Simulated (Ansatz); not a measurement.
# VN: strong compression

An exercise on one series of results from a longer session: the logs are not shown, and one member is left open.

Computed with Ansatz 0.2.0 (DFT, PBE, PAW with Ansatz's default frozen-core files, scalar-relativistic, unless a step's input says otherwise).

### The starting structure

The structure is cubic, space group Fm-3m (No. 225). The conventional cell has a = 4.309 Å, b = 4.309 Å, c = 4.309 Å, α = 90.00°, β = 90.00°, γ = 90.00°. V (site symmetry m-3m) has 6 N at 2.15 Å as nearest neighbours. N (site symmetry m-3m) has 6 V at 2.15 Å as nearest neighbours.

Structure file:

```
CELL_PARAMETERS angstrom
0.00000 2.15443 2.15443
2.15443 0.00000 2.15443
2.15443 2.15443 0.00000
ATOMIC_POSITIONS crystal
V 0.00000 0.00000 0.00000
N 0.50000 0.50000 0.50000
```

Whether this phase is the stable one at these pressures isn't tested.

Atoms are numbered in the order of the input: V1, N2.

Set-up of the first run:

Input file input.yaml:

```yaml
crystal:
  lattice:
    - [0.0, 2.15443469, 2.15443469]
    - [2.15443469, 0.0, 2.15443469]
    - [2.15443469, 2.15443469, 0.0]
  atoms:
    - { symbol: V, position: [0.0, 0.0, 0.0] }
    - { symbol: "N", position: [0.5, 0.5, 0.5] }
kpoints:
  mp_grid: { grid: [17, 17, 17] }
scf:
  occupations: { method: fermi_dirac, width: 0.05 }
hamiltonian:
  xc: pbe
  pseudopotentials: { kind: paw }
output:
  forces: true
  stress: true
relax:
  f_tol: 0.005
  max_steps: 40
  cell: {}
```

Launch:

```bash
ansatz run input.yaml --threads 1 --pin off --max-ram 2048MiB --backend cpu --events-out ev --progress --plain --runs-dir out
```

Among the steps run: Cell relaxed at zero pressure, PAW; Volume scaled by 1, PAW; Volume scaled by 0.94, PAW; Volume scaled by 0.88, PAW; Volume scaled by 0.8, PAW; Volume scaled by 0.72, PAW; Volume scaled by 0.64, PAW; Volume scaled by 0.55, PAW; Volume scaled by 0.55, PAW (cutoff 300 eV).

One table of the session follows, with a row left open; its other results are not shown here.

```
             method  volume over the first  volume (Å³/atom)  pressure (GPa)
                PAW                      1             8.722            0.00
                PAW                   0.94             8.199           22.22
                PAW                   0.88             7.676           52.90
                PAW                    0.8             6.978          113.07
                PAW                   0.72             6.280          207.78
                PAW                   0.64             5.582          360.53
                PAW                   0.55             4.797          657.83
PAW (cutoff 300 eV)                   0.55                 ?               ?
```

Q: Estimate the row for PAW (cutoff 300 eV), 0.55 from the others.

As computed: volume (Å³/atom): 4.797; pressure (GPa): 663.27.

Caveats from the session: Warnings in the runs' records: cutoff below recommended.
